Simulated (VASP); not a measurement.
# Ge in VASP: single point with PBEsol

Aim: the single point of Ge with PBEsol.

All numbers are computed with VASP 6.6.1; they aren't measurements. Logs are shortened: lines on timing, memory, paths and dates and some standing lists are left out, and cuts for length are marked.

**1. The cell of the first run**

The cell holds a slab with vacuum, 8 atoms: a = 4.013 Å, b = 4.013 Å, c = 25.650 Å, α = 90.00°, β = 90.00°, γ = 120.00°.

The slab is cut from a database's or a generator's crystal, which needn't be the stable form of the element.

**2. Single point, PBEsol ((1 1 1) slab cut from the bulk)**

Input file INCAR:

```
SYSTEM = Ge
PREC = Accurate
ENCUT = 520
EDIFF = 1E-7
ISMEAR = 0
SIGMA = 0.1
LREAL = .False.
LASPH = .True.
NELM = 100
ALGO = Fast
ISIF = 2
LWAVE = .False.
LCHARG = .True.
LDIPOL = .True.
IDIPOL = 3
DIPOL = 0.5 0.5 0.500
GGA = PS
LELF = .True.
LVHAR = .True.
LVACPOTAV = .True.
NBANDS = 66
```

Input file KPOINTS:

```
regular mesh
0
Gamma
  9 9 1
  0 0 0
```

Input file POSCAR:

```
Ge
1.0
    4.0133717230      0.0000000000      0.0000000000
   -2.0066858615      3.4756818669      0.0000000000
    0.0000000000      0.0000000000     25.6499389418
Ge
8
Direct
    0.0000000000      0.0000000000      0.2923983569
    0.6666666667      0.3333333333      0.3243370712
    0.6666666667      0.3333333333      0.4201532142
    0.3333333333      0.6666666667      0.4520919285
    0.3333333333      0.6666666667      0.5479080715
    0.0000000000      0.0000000000      0.5798467858
    0.0000000000      0.0000000000      0.6756629288
    0.6666666667      0.3333333333      0.7076016431
```

Potentials or basis: VASP PAW PBE potentials, release 64 (Ge_d).

Command:

```bash
cat potpaw_PBE.64/Ge_d/POTCAR > POTCAR
mpirun -np 1 vasp_std > vasp.out
```

OUTCAR:

```text
SYSTEM = Ge
   PREC = Accurate
   ENCUT = 520
   EDIFF = 1E-7
   ISMEAR = 0
   LREAL = .False.
   LASPH = .True.
   NELM = 100
   ISIF = 2
   GGA = PS

 ion  position               nearest neighbor table
   1  0.000  0.000  0.292-   2 2.46   2 2.46   2 2.46
   2  0.667  0.333  0.324-   1 2.46   1 2.46   1 2.46   3 2.46
   3  0.667  0.333  0.420-   4 2.46   4 2.46   4 2.46   2 2.46
   4  0.333  0.667  0.452-   3 2.46   3 2.46   3 2.46   5 2.46
   5  0.333  0.667  0.548-   6 2.46   6 2.46   6 2.46   4 2.46
   6  0.000  0.000  0.580-   5 2.46   5 2.46   5 2.46   7 2.46
   7  0.000  0.000  0.676-   8 2.46   8 2.46   8 2.46   6 2.46
   8  0.667  0.333  0.708-   7 2.46   7 2.46   7 2.46

  LATTYP: Found a hexagonal cell.
 ALAT       =     4.0133717230
 C/A-ratio  =     6.3911196650

  Lattice vectors:

 A1 = (   4.0133717230,   0.0000000000,   0.0000000000)
 A2 = (  -2.0066858615,   3.4756818669,   0.0000000000)
 A3 = (   0.0000000000,   0.0000000000,  25.6499389418)

Analysis of symmetry for initial positions (statically):
=====================================================================
 Subroutine PRICEL returns:
 Original cell was already a primitive cell.

 Routine SETGRP: Setting up the symmetry group for a
 hexagonal supercell.

 Subroutine GETGRP returns: Found 12 space group operations
 (whereof  6 operations were pure point group operations)
 out of a pool of 24 trial point group operations.

The static configuration has the point symmetry C_3v.
 The point group associated with its full space group is D_3d.

Analysis of symmetry for dynamics (positions and initial velocities):
=====================================================================
 Subroutine PRICEL returns:
 Original cell was already a primitive cell.

 Routine SETGRP: Setting up the symmetry group for a
 hexagonal supercell.

 Subroutine GETGRP returns: Found 12 space group operations
 (whereof  6 operations were pure point group operations)
 out of a pool of 24 trial point group operations.

The dynamic configuration has the point symmetry C_3v.
 The point group associated with its full space group is D_3d.

 Subroutine INISYM returns: Found 12 space group operations
 (whereof  6 operations are pure point group operations),
 and found     1 'primitive' translations

----------------------------------------------------------------------------------------

                                     Primitive cell

  volume of cell :     357.7962

  direct lattice vectors                    reciprocal lattice vectors
     4.013371723  0.000000000  0.000000000     0.249167052  0.143856664  0.000000000
    -2.006685861  3.475681867  0.000000000     0.000000000  0.287713329  0.000000000
     0.000000000  0.000000000 25.649938942     0.000000000  0.000000000  0.038986448

  length of vectors
     4.013371723  4.013371723 25.649938942     0.287713329  0.287713329  0.038986448

  position of ions in fractional coordinates (direct lattice)
     0.000000000  0.000000000  0.292398357
     0.666666667  0.333333333  0.324337071
     0.666666667  0.333333333  0.420153214
     0.333333333  0.666666667  0.452091929
     0.333333333  0.666666667  0.547908071
     0.000000000  0.000000000  0.579846786
     0.000000000  0.000000000  0.675662929
     0.666666667  0.333333333  0.707601643

  ion indices of the primitive-cell ions
   primitive index   ion index
                 1           1
                 2           2
                 3           3
                 4           4
                 5           5
                 6           6
                 7           7
                 8           8

----------------------------------------------------------------------------------------

 KPOINTS: regular mesh

Automatic generation of k-mesh.
 Grid dimensions read from file:
 generate k-points for:    9    9    1

 Generating k-lattice:

  Cartesian coordinates                     Fractional coordinates (reciprocal lattice)
     0.027685228  0.015984074  0.000000000     0.111111111 -0.000000000  0.000000000
     0.000000000  0.031968148  0.000000000     0.000000000  0.111111111  0.000000000
     0.000000000  0.000000000  0.038986448     0.000000000  0.000000000  1.000000000

  Length of vectors
     0.031968148  0.031968148  0.038986448

  Shift w.r.t. Gamma in fractional coordinates (k-lattice)
     0.000000000  0.000000000  0.000000000

 Subroutine IBZKPT returns following result:
 ===========================================

 Found     12 irreducible k-points:

 Following reciprocal coordinates:
            Coordinates               Weight
  0.000000  0.000000  0.000000      1.000000
  0.111111 -0.000000  0.000000      6.000000
  0.222222 -0.000000  0.000000      6.000000
  0.333333  0.000000  0.000000      6.000000
  0.444444 -0.000000  0.000000      6.000000
  0.111111  0.111111  0.000000      6.000000
  0.222222  0.111111  0.000000     12.000000
  0.333333  0.111111  0.000000     12.000000
  0.444444  0.111111  0.000000      6.000000
  0.222222  0.222222  0.000000      6.000000
  0.333333  0.222222  0.000000     12.000000
  0.333333  0.333333  0.000000      2.000000
   k-points           NKPTS =     12   k-points in BZ     NKDIM =     12   number of bands    NBANDS=     66
   number of dos      NEDOS =    301   number of ions     NIONS =      8
   total plane-waves  NPLWV = 172800
   dimension x,y,z NGX =    30 NGY =   30 NGZ =  192
   dimension x,y,z NGXF=    60 NGYF=   60 NGZF=  384
   ions per type =               8
   NGX,Y,Z   is equivalent  to a cutoff of  12.43, 12.43, 12.44 a.u.
   NGXF,Y,Z  is equivalent  to a cutoff of  24.85, 24.85, 24.89 a.u.
 SYSTEM =  Ge
   PREC   = accura    normal or accurate (medium, high low for compatibility)
   ISTART =      0    job   : 0-new  1-cont  2-samecut
   ICHARG =      2    charge: 1-file 2-atom 10-const
   ISPIN  =      1    spin polarized calculation?
   LNONCOLLINEAR =      F non collinear calculations
   LSORBIT =      F    spin-orbit coupling
   LASPH  =      T    aspherical Exc in radial PAW
   ENCUT  =  520.0 eV  38.22 Ry    6.18 a.u.   7.46  7.46 47.69*2*pi/ulx,y,z
   NELM   =    100;   NELMIN=  2; NELMDL= -5     # of ELM steps
   EDIFF  = 0.1E-06   stopping-criterion for ELM
   LREAL  =      F    real-space projection
   EDIFFG = 0.1E-05   stopping-criterion for IOM
   NSW    =      0    number of steps for IOM
   IBRION =     -1    ionic relax: 0-MD 1-quasi-New 2-CG
   NFREE  =      0    steps in history (QN), initial steepest desc. (CG)
   ISIF   =      2    stress and relaxation
   ISYM   =      2    0-nonsym 1-usesym 2-fastsym
   POTIM  = 0.5000    time-step for ionic-motion
   TEBEG  =    0.0;   TEEND  =   0.0 temperature during run
   PSTRESS=    0.0 pullay stress
   NELECT =     112.0000    total number of electrons
   NUPDOWN=      -1.0000    fix difference up-down
   EMIN   =  10.00;   EMAX   =-10.00  energy-range for DOS
   EFERMI =   0.00;   METHOD = LEGACY
   ISMEAR =     0;   SIGMA  =   0.10  broadening in eV -4-tet -1-fermi 0-gaus
   EFERMI_NEDOS =   21; number of points for ismear=-14 and -15
   IALGO  =     68    algorithm
   IMIX   =      4    mixing-type and parameters
     AMIX     =   0.40;   BMIX     =  1.00
     AMIX_MAG =   1.60;   BMIX_MAG =  1.00
  volume/ion in A,a.u.               =      44.72       301.82
  Fermi-wavevector in a.u.,A,eV,Ry     =   1.111567  2.100557 16.811099  1.235581
  Thomas-Fermi vector in A             =   2.248131
   LORBIT       =      0    0 simple, 1 ext, 2 COOP (PROOUT), +10 PAW based schemes
   GGA     = PS    functional components
   LHFCALC =     F    Hartree Fock is set to
   AEXX    =    0.0000 exact exchange contribution
   IVDW    =     0    specifies the selected vdW correction
   LEPSILON=     F    determine dielectric tensor
   LRPA    =     F    only Hartree local field effects (RPA)
 non-spin polarized calculation
 RMM-DIIS sequential band-by-band and
 Gauss-broadening in eV      SIGMA  =   0.10
  energy-cutoff  :      520.00
  volume of cell :      357.80
 maximum number of plane-waves:      9713
 NGX is ok and might be reduce to    30
   NGX = 15   NGY = 15   NGZ = 95

 dipolmoment           0.000000      0.000000     -0.000000 electrons x Angstroem

 number of electron     112.0000135 magnetization

 dipolmoment           0.000000      0.000000      0.000000 electrons x Angstroem

 Free energy of the ion-electron system (eV)
  ---------------------------------------------------
  ext. energy  EPLUGINS =         0.00000000
  ---------------------------------------------------
  free energy    TOTEN  =       -37.36363158 eV

  energy without entropy =      -37.32010811  energy(sigma->0) =      -37.34186984

 E-fermi :  -0.0688     XC(G=0):  -5.6920

 val. band max:       -0.0852744622   @ k =   0.1111  -0.0000   0.0000
 cond. band min:      -0.0650134547   @ k =   0.1111   0.1111   0.0000
 fundamental gap:      0.0202610075
 Fermi energy:        -0.0688267084

 k-point     1 :       0.0000    0.0000    0.0000
  band No.  band energies     occupation
      1     -24.6419      2.00000
      2     -24.6419      2.00000
      3     -24.6310      2.00000
      4     -24.6310      2.00000
      5     -24.6172      2.00000
      6     -24.5793      2.00000
[... 58 lines left out ...]
     65       3.9756      0.00000
     66       4.0594      0.00000

 k-point     2 :       0.1111   -0.0000    0.0000
  band No.  band energies     occupation
      1     -24.6501      2.00000
      2     -24.6445      2.00000
      3     -24.6335      2.00000
      4     -24.6328      2.00000
      5     -24.6177      2.00000
      6     -24.5809      2.00000
[... 679 lines left out ...]
     65       4.8257      0.00000
     66       4.9962      0.00000

 k-point    12 :       0.3333    0.3333    0.0000
  band No.  band energies     occupation
      1     -24.6661      2.00000
      2     -24.6661      2.00000
      3     -24.6657      2.00000
      4     -24.6309      2.00000
      5     -24.6309      2.00000
      6     -24.5722      2.00000
[... 58 lines left out ...]
     65       6.0272      0.00000
     66       6.3697      0.00000

------------------------ aborting loop because EDIFF is reached ----------------------------------------

  FORCE on cell =-STRESS in cart. coord.  units (eV):
  Direction    XX          YY          ZZ          XY          YZ          ZX
  --------------------------------------------------------------------------------------
  -------------------------------------------------------------------------------------
  Total       -0.2829538     -0.2829538      1.4288123      0.0000000      0.0000000      0.0000000
  in kB       -1.2670401     -1.2670401      6.3980851      0.0000000      0.0000000      0.0000000
  external PRESSURE =       1.2880016 kB  Pullay stress =       0.0000000 kB

 VOLUME and BASIS-vectors are now :
 -----------------------------------------------------------------------------
  energy-cutoff  :      520.00
  volume of cell :      357.80
      direct lattice vectors                 reciprocal lattice vectors
     4.013371723  0.000000000  0.000000000     0.249167052  0.143856664  0.000000000
    -2.006685861  3.475681867  0.000000000     0.000000000  0.287713329  0.000000000
     0.000000000  0.000000000 25.649938942     0.000000000  0.000000000  0.038986448

 POSITION                                       TOTAL-FORCE (eV/Angst)
 -----------------------------------------------------------------------------------
      0.00000      0.00000      7.50000         0.000000      0.000000      0.117060
      2.00669      1.15856      8.31923        -0.000000      0.000000     -0.375176
      2.00669      1.15856     10.77690        -0.000000     -0.000000      0.207530
     -0.00000      2.31712     11.59613         0.000000     -0.000000     -0.073999
     -0.00000      2.31712     14.05381        -0.000000      0.000000      0.073999
      0.00000      0.00000     14.87303        -0.000000      0.000000     -0.207530
      0.00000      0.00000     17.33071         0.000000     -0.000000      0.375176
      2.00669      1.15856     18.14994        -0.000000     -0.000000     -0.117060
 -----------------------------------------------------------------------------------
    total drift:                               -0.000000      0.000000      0.000000

  FREE ENERGIE OF THE ION-ELECTRON SYSTEM (eV)
  ---------------------------------------------------
  free  energy   TOTEN  =       -37.3636315793 eV

  energy  without entropy=      -37.3201081084  energy(sigma->0) =      -37.34186984

 vacuum level on the upper side and lower side of the slab         4.678         4.678
```

It took 9.6 min on 1 thread of Intel Xeon Platinum 8259CL at 2.50GHz (Skylake/Cascade Lake), shared host; peak memory 0.52 GiB.

Results:

- Free energy: -37.3636 eV
- Largest force: 0.375 eV/Å
- Band gap on the k mesh: none (metal or under the smearing width)
- Work function of the upper face: 4.75 eV
- Work function of the lower face: 4.75 eV

Forces on the atoms (eV/Å):
```
Ge   0.000  0.000  0.117
Ge   0.000  0.000 -0.375
Ge   0.000  0.000  0.208
Ge   0.000  0.000 -0.074
Ge   0.000  0.000  0.074
Ge   0.000  0.000 -0.208
Ge   0.000  0.000  0.375
Ge   0.000  0.000 -0.117
```

Caveat: the PAW data sets were made with another functional, which shifts forces and pressure a little.
